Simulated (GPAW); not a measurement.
Wanted: an ASE script for a GPAW 26.7.0 run.

- Task: single point
- Functional: PBE
- Potentials or basis: GPAW PAW data sets (gpaw-data 1.2.1)
- Cutoff: 600 eV
- Basis: pw
- k mesh: 10 × 10 × 10
- Occupations: fermi-dirac, width 0.05 eV
- Spin: no spin polarisation
- Maxiter: 150

The structure of GaSb lies in POSCAR:

```
GaSb
1.0
   -2.7534340000      2.7534340000      1.5907070000
    2.7534340000     -2.7534340000      1.5907070000
    2.7534340000      2.7534340000     -1.5907070000
Sb Ga
1 1
Direct
    0.0000000000      0.0000000000      0.0000000000
    0.7500000000      0.2500000000      0.5000000000
```

Measurements of this composition are mostly on another form, of space group No. 216.

One way to write it, as run:

run.py

```python
from ase.dft.bandgap import bandgap
from ase.io import read, write
from ase.units import GPa
from gpaw import GPAW, PW

atoms = read('POSCAR')

calc = GPAW(mode=PW(600),
            xc='PBE',
            kpts={'size': (10, 10, 10), 'gamma': True},
            occupations={'name': 'fermi-dirac', 'width': 0.05},
            nbands=18,
            convergence={'density': 1e-05, 'energy': 1e-05},
            maxiter=150,
            txt='gpaw.txt')
atoms.calc = calc
energy = atoms.get_potential_energy()
forces = atoms.get_forces()
stress = atoms.get_stress()
calc.write('gs.gpw')
write('result.traj', atoms)
print(f'Energy: {energy:.6f} eV')
print('Forces (eV/A):')
print(forces.round(4))
print('Stress (GPa):', (stress / GPa).round(3))
print('Fermi level:', round(calc.get_fermi_level(), 4), 'eV')
print(f'Gap: {bandgap(calc)[0]:.4f} eV, direct: {bandgap(calc, direct=True)[0]:.4f} eV')
```

Potentials or basis: GPAW PAW data sets (gpaw-data 1.2.1), pw.

Launch:

```console
$ OMP_NUM_THREADS=1 python run.py
```

Results of the run:

- Pressure: -0.1 GPa
- Band gap on the k mesh: none (metal or under the smearing width)

Run time: 52 s on 1 thread of Arm Neoverse V1 (shared host), peak memory 0.22 GiB.
